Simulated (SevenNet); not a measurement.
Spinel MgAl₂O₄, treated with the machine-learned potential SevenNet-l3i5 (trained on PBE and PBE+U data).

Computed points:

```json
[
 {"V (Å³/atom)": "9.158", "E − E_lowest (meV/atom)": "21.99", "P (GPa)": "12.68"},
 {"V (Å³/atom)": "9.304", "E − E_lowest (meV/atom)": "12.05", "P (GPa)": "9.16"},
 {"V (Å³/atom)": "9.451", "E − E_lowest (meV/atom)": "5.22", "P (GPa)": "5.87"},
 {"V (Å³/atom)": "9.597", "E − E_lowest (meV/atom)": "1.27", "P (GPa)": "2.82"},
 {"V (Å³/atom)": "9.743", "E − E_lowest (meV/atom)": "0.00", "P (GPa)": "-0.01"},
 {"V (Å³/atom)": "9.889", "E − E_lowest (meV/atom)": "1.23", "P (GPa)": "-2.65"},
 {"V (Å³/atom)": "10.035", "E − E_lowest (meV/atom)": "4.77", "P (GPa)": "-5.09"},
 {"V (Å³/atom)": "10.181", "E − E_lowest (meV/atom)": "10.47", "P (GPa)": "-7.37"},
 {"V (Å³/atom)": "10.328", "E − E_lowest (meV/atom)": "18.17", "P (GPa)": "-9.49"}
]
```

Question: What bulk modulus B0 and pressure derivative B′ does a third-order Birch–Murnaghan fit give?

Answer: V0 = 9.742 Å³/atom, B0 = 182 GPa, B′ = 3.9 (fit to the energies at full precision).

Shape and atoms are relaxed at each volume.

Measured, for comparison: bulk modulus 195 GPa (300 K, copied from a table, unchecked, not corrected to a static lattice; as tabulated in BurnMan's mineral tables); equilibrium volume per atom 9.40 Å³/atom (0 K, fit to 77–300 K taken to 0 K; as tabulated in Grimes and Al-Ajaj (1992), doi:10.1088/0953-8984/4/30/004). Computed less measured: bulk modulus not scored (unchecked), equilibrium volume per atom +3.6 %.

A machine-learned potential is trained on density-functional data: it inherits that level's misses and adds fitting errors of its own.

Static lattice: no zero-point or thermal effects.

The result took roughly 40 core-seconds.
